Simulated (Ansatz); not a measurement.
**Sulfur (alpha-S8 (Fddd)): adding exact exchange**

Ansatz, plane waves with scalar-relativistic PAW, all at the PBE geometry (a = 12.338 Å, b = 15.061 Å, c = 25.655 Å) on a 2×2×2 mesh, smearing 0.1 eV.

| functional | gap on the mesh (eV) | rough cost against PBE |
| --- | --- | --- |
| PBE0 | 4.52 | 14× |
| PBE | 2.67 | 1× |
| HSE06 | 3.77 | 50× |

A gap read on a coarse mesh may be too large.
